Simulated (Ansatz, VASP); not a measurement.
# Two plane-wave programs on N

The input POSCAR:

```
N
1.0
    3.6290016496      0.0000000000      0.0000000000
   -1.8145008248      3.1428076190      0.0000000000
    0.0000000000      0.0000000000      5.8900000000
N
2
Direct
    0.3810613581      0.7621227163      0.2500000000
    0.6666666667      0.3333333333      0.7500000000
```

INCAR.step1

```
ALGO     = Normal         # electronic algorithm
EDIFF    = 1E-4           # SCF threshold, eV
ENCUT    = 520            # plane-wave cutoff, eV
GGA      = PE             # functional
ISMEAR   = 0              # smearing method
LASPH    = T              # aspherical terms in the spheres
LCHARG   = F              # write CHGCAR
LREAL    = F              # projectors in reciprocal space
LWAVE    = T              # write WAVECAR
NBANDS   = 12             # bands
NELM     = 100            # most SCF steps
PREC     = Accurate       # precision mode
SIGMA    = 0.15           # smearing width, eV
```

File INCAR.step2:

```
ALGO     = Normal         # electronic algorithm
EDIFF    = 1E-6           # SCF threshold, eV
ENCUT    = 520            # plane-wave cutoff, eV
ISIF     = 2              # what is computed and relaxed
ISMEAR   = 0              # smearing method
ISTART   = 1            
LASPH    = T              # aspherical terms in the spheres
LCHARG   = T              # write CHGCAR
LELF     = T              # ELF
LMIXTAU  = T            
LREAL    = F              # projectors in reciprocal space
LVHAR    = T            
LWAVE    = F              # write WAVECAR
METAGGA  = R2SCAN         # meta-GGA
NBANDS   = 12             # bands
NELM     = 100            # most SCF steps
PREC     = Accurate       # precision mode
SIGMA    = 0.15           # smearing width, eV
```

KPOINTS

```
k-points
0
Gamma
  15 15 8
```

Input for Ansatz:

```yaml
crystal:
  lattice:
    - [3.6290016496, 0.0, 0.0]
    - [-1.8145008248, 3.142807619, 0.0]
    - [0.0, 0.0, 5.89]
  atoms:
    - { symbol: "N", position: [0.3810613581, 0.7621227163, 0.25] }
    - { symbol: "N", position: [0.6666666667, 0.3333333333, 0.75] }
basis:
  ecutwfc: 500
kpoints:
  mp_grid: { grid: [15, 15, 8] }
hamiltonian:
  xc: r2scan
scf:
  occupations: { method: gaussian, width: 0.15 }
output:
  forces: true
  stress: true
  eigenvalues: true
```

Alike in both runs: task single point; functional r2SCAN; k mesh 15 × 15 × 8; occupations gaussian, width 0.15 eV; no spin polarisation.

|  | VASP | Ansatz |
| --- | --- | --- |
| version | VASP 6.6.1 | Ansatz 0.2.0 |
| potentials or method | VASP PAW PBE potentials, release 64 (N) | scalar-relativistic, plane waves, PAW |
| plane-wave cutoff (eV) | 520 | 500 |
| valence electrons in the cell | 10 | 10 |

```csv
,VASP,Ansatz,Ansatz less VASP
gap on the k mesh at the Fermi level (eV),none,none,-
pressure (GPa),-8.1,-8.0,+0.10
largest component of the traceless stress (GPa),0.72,0.72,+0.001
rms of the force components (eV/Å),0.127,0.127,-0.0002
```

Atom by atom the forces differ by 0.000 eV/Å (rms over components). A gap of «none» marks a metal or a gap that the smearing closes.

Caveats: the PAW data sets were made with another functional, which shifts forces and pressure a little (VASP).
